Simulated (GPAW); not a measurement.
Set up this calculation in GPAW 26.7.0, as an ASE script.

| Quantity | Value |
| --- | --- |
| Task | band structure |
| Functional | LDA |
| Potentials or basis | the program's PAW data sets (release 1.2.1) made for this functional |
| Cutoff | 600 eV |
| Basis | pw |
| k mesh | 6 × 6 × 5 |
| Occupations | fermi-dirac, width 0.05 eV |
| Spin | no spin polarisation |
| Maxiter | 150 |
| Band path | GXSRAZGYX1A1TY,ZT |
| Band points | 60 |

Ga:

```
CELL_PARAMETERS angstrom
2.26150 -3.83050 0.00000
2.26150 3.83050 0.00000
0.00000 0.00000 4.52400
ATOMIC_POSITIONS crystal
Ga 0.34510 0.65490 0.41900
Ga 0.15490 0.84510 0.91900
Ga 0.65490 0.34510 0.58100
Ga 0.84510 0.15490 0.08100
```

The input as run:

run.py

```python
from ase import Atoms
from ase.dft.bandgap import bandgap
from ase.io import write
from ase.units import GPa
from gpaw import GPAW, PW

atoms = Atoms(['Ga', 'Ga', 'Ga', 'Ga'],
              cell=[[2.2615, -3.8305, 0.0],
                    [2.2615, 3.8305, 0.0],
                    [0.0, 0.0, 4.524]],
              scaled_positions=[[0.3451, 0.6549, 0.419],
                                [0.1549, 0.8451, 0.919],
                                [0.6549, 0.3451, 0.581],
                                [0.8451, 0.1549, 0.081]],
              pbc=True)

calc = GPAW(mode=PW(600),
            xc='LDA',
            kpts={'size': (6, 6, 5), 'gamma': True},
            occupations={'name': 'fermi-dirac', 'width': 0.05},
            nbands=16,
            convergence={'density': 1e-05, 'energy': 1e-05},
            maxiter=150,
            txt='gpaw.txt')
atoms.calc = calc
energy = atoms.get_potential_energy()
forces = atoms.get_forces()
stress = atoms.get_stress()
calc.write('gs.gpw')
write('result.traj', atoms)
print(f'Energy: {energy:.6f} eV')
print('Forces (eV/A):')
print(forces.round(4))
print('Stress (GPa):', (stress / GPa).round(3))
print('Fermi level:', round(calc.get_fermi_level(), 4), 'eV')
print(f'Gap: {bandgap(calc)[0]:.4f} eV, direct: {bandgap(calc, direct=True)[0]:.4f} eV')

path = atoms.cell.bandpath('GXSRAZGYX1A1TY,ZT', npoints=60, eps=1e-4)
bs_calc = calc.fixed_density(kpts=path, symmetry='off', nbands=30,
                             convergence={'bands': 'CBM+6.0', 'eigenstates': 1e-6}, txt='bands.txt')
bs = bs_calc.band_structure()
bs.write('bs.json')
print(f'Gap on the path: {bandgap(bs_calc)[0]:.4f} eV')
```

Potentials or basis: the program's PAW data sets (release 1.2.1) made for this functional, pw.

Launch:

```console
$ OMP_NUM_THREADS=1 python run.py
```

Results of the run:

```
Pressure                : -2.8 GPa
Largest force           : 0.111 eV/Å
Band gap along the path : none (metal or under the smearing width)
```

Wall time 39 s on 1 thread of Intel(R) Xeon(R) 6975P-C (Granite Rapids) (shared host), peak memory 0.34 GiB.
